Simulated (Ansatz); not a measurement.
# AlN: checking dH/dP = V

These are results of DFT r2SCAN, scalar-relativistic, plane waves, PAW (Ansatz), not measurements. Run with 500 eV cutoff, 12×12×6 k-mesh, Gaussian smearing of 0.02 eV, no spin polarisation.

Starting point, cell and atoms relaxed:

```
Al N
1.0
     3.10670    0.00000    0.00000
    -1.55335    2.69048    0.00000
     0.00000    0.00000    4.97857
Al N
2 2
Direct
  0.66667 0.33333 0.49920
  0.33333 0.66667 0.99920
  0.66667 0.33333 0.88080
  0.33333 0.66667 0.38080
```

Cell and atoms were relaxed at each target pressure within the start's symmetry (P6_3mc), at zero temperature; other phases can be more stable under pressure. H = E + PV with P the target; E is the free energy at the smearing used, whose derivative the pressure is, per atom and counted from zero pressure.

| P (GPa) | V (Å³/atom) | E − E0 (meV) | H − H0 (meV) |
| --- | --- | --- | --- |
| 0 | 10.403 | 0.0 | 0.0 |
| 3 | 10.258 | 1.4 | 193.4 |
| 8 | 10.040 | 8.8 | 510.1 |
| 15 | 9.765 | 28.4 | 942.6 |
| 30 | 9.272 | 96.7 | 1832.9 |
| 60 | 8.526 | 302.4 | 3495.5 |

Task: Thermodynamics gives dH/dP = V along a relaxed path. Integrate V over P by the trapezoid rule and compare with the computed enthalpies.

Result: With 1 eV/Å³ = 160.22 GPa, each step adds the mean volume times ΔP / 160.22:
| P (GPa) | ∫V dP (meV) | H − H0 (meV) | difference (meV) |
| --- | --- | --- | --- |
| 3 | 193.4 | 193.4 | 0.0 |
| 8 | 510.2 | 510.1 | 0.0 |
| 15 | 942.8 | 942.6 | 0.2 |
| 30 | 1834.0 | 1832.9 | 1.1 |
| 60 | 3500.3 | 3495.5 | 4.9 |

V(P) curves upward, so the trapezoid rule runs high; integrating a smooth curve through the same points (P as a polynomial of degree 4 in ln V) puts that excess at about 5.0 meV at 60 GPa, against the 4.9 meV found.

Task: At 60 GPa, how much of the enthalpy change is stored energy and how much is the PV term?

Result: E rises by 302 meV/atom and PV is 60 × 8.526 / 160.22 = 3193 meV/atom, so PV makes 91 % of ΔH. So between rival structures at high pressure a small difference in volume can outweigh the difference in energy: 1 % of this volume is worth 31.9 meV/atom at this pressure.

Task: What bulk modulus do the lowest pressures give, and how is the compression shared among the axes?

Result: From the pressures that the runs reached, -2.98 GPa (10.556 Å³) and 3.03 GPa (10.258 Å³), B = −ΔP/Δln V = 6.01 / 0.0286 = 210 GPa, a mean over that range. The linear compressibilities −Δln(length)/ΔP are 1.48 along a, 1.48 along b, 1.80 along c (in TPa⁻¹). With fixed angles they add up to 1/B: 4.76 against 4.76. Softest: c, at 38 % of the volume change per axis.

Task: The gap is 4.752 eV at -2.98 GPa and 5.003 eV at 3.03 GPa. What pressure coefficient and volume deformation potential follow?

Result: dE_g/dP = 41.7 meV/GPa, and a_V = dE_g/d ln V = −B dE_g/dP = -8.75 eV. A gap that opens under pressure, with a_V of several eV below zero, is what an s-like antibonding conduction edge gives, since compression pushes it up. If the edges move to other points of the zone within the range, this is a mean of two slopes. Gaps are generalised Kohn–Sham gaps over the whole zone.